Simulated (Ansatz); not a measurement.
All numbers below come from DFT PBE, scalar-relativistic, plane waves, PAW (Ansatz). Settings: cutoff 420 eV, Γ-centred meshes spaced at most about 0.3 Å⁻¹, and about 0.25 Å⁻¹ or finer for metals (2π included), Gaussian smearing. No spin polarisation in the final relaxations.

All energies are static (0 K, no zero-point motion). All come from trial cells, and lower structures may exist.

Problem. Which of these relaxed structures of TiC is the lowest in energy?
1.

```
CELL_PARAMETERS angstrom
0.00000 2.16637 2.16637
2.16637 0.00000 2.16637
2.16637 2.16637 0.00000
ATOMIC_POSITIONS crystal
Ti 0.50000 0.50000 0.50000
C 0.00000 0.00000 0.00000
```

2.

```
CELL_PARAMETERS angstrom
1.56826 -2.35030 0.00000
1.56826 2.35030 0.00000
0.00000 0.00000 2.89301
ATOMIC_POSITIONS crystal
Ti 0.50000 0.50000 0.00000
C 0.00000 0.00000 0.50000
```

3.

```
CELL_PARAMETERS angstrom
3.04209 0.00000 0.00000
-1.52104 2.63452 0.00000
0.00000 0.00000 2.69796
ATOMIC_POSITIONS crystal
Ti 0.00000 0.00000 0.00000
C 0.66667 0.33333 0.50000
```

Solution. 1. It has the rock salt type, space group Fm-3m (No. 225); the next, 3, with the tungsten carbide type, space group P-6m2 (No. 187), lies 0.68 eV/atom higher. Counting C atoms around Ti (those within 1.25 times the shortest such distance or 1.15 times the sum of covalent radii), the lowest and the next both have Ti 6.

Cells relaxed within their symmetry can be saddle points. The Fm-3m cell of TiC came from shaking the Cmmm one. The part of the Crystallography Open Database at hand lists TiC in space group No. 225; sharing a group (Fm-3m) doesn't make a cell the listed structure. Some types were kept out of the candidates beforehand, so the set may lack a known form.
